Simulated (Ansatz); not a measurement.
I in Ansatz: convergence with n extra bands

Input of the first run (n extra bands 1); the others differ in this setting and in those tied to it:

The input input.yaml:

```yaml
crystal:
  lattice:
    - [0.0, 2.3656004428, 3.9098401324]
    - [2.1922454667, 0.0, 3.9098401324]
    - [2.1922454667, 2.3656004428, 0.0]
  atoms:
    - { symbol: I, position: [0.0, 0.0, 0.0] }
kpoints:
  mp_grid: { grid: [9, 9, 9] }
scf:
  occupations: { method: fermi_dirac, width: 0.05 }
  n_extra_bands: 1
hamiltonian:
  xc: pbe
  pseudopotentials: { kind: all_electron, lapw: { basis_error: 0.001 } }
output:
  forces: true
  stress: true
  eigenvalues: true
```

Potentials or basis: all-electron LAPW, scalar-relativistic.

Launch:

```console
$ ansatz run input.yaml --threads 1 --pin off --max-ram 3072MiB --backend cpu --events-out ev --progress --plain --runs-dir out
```

Hardware: 1 thread of Intel(R) Xeon(R) Processor @ 2.50GHz (Skylake/Cascade Lake), with other jobs on the host.

```csv
n extra bands,"energy less the tightest run, at zero smearing (meV/atom)",SCF cycles,CPU time (s),peak memory (GiB)
1,0.02,7,10,0.31
2,0.02,7,18,0.31
4,0.01,7,16,0.31
8,0.01,7,14,0.32
16,0.02,7,25,0.35
32,0.00,6,33,0.41
```

Against the tightest run, the energy stays within 1 meV/atom from 1 on. The tightest run that finished is the yardstick and may itself not be fully converged.

Caveat, for the tightest run too: an odd number of electrons without spin polarisation forces a metal; a magnetic or distorted state may lie lower. The run has no spin-orbit coupling, so splittings on I are missing.
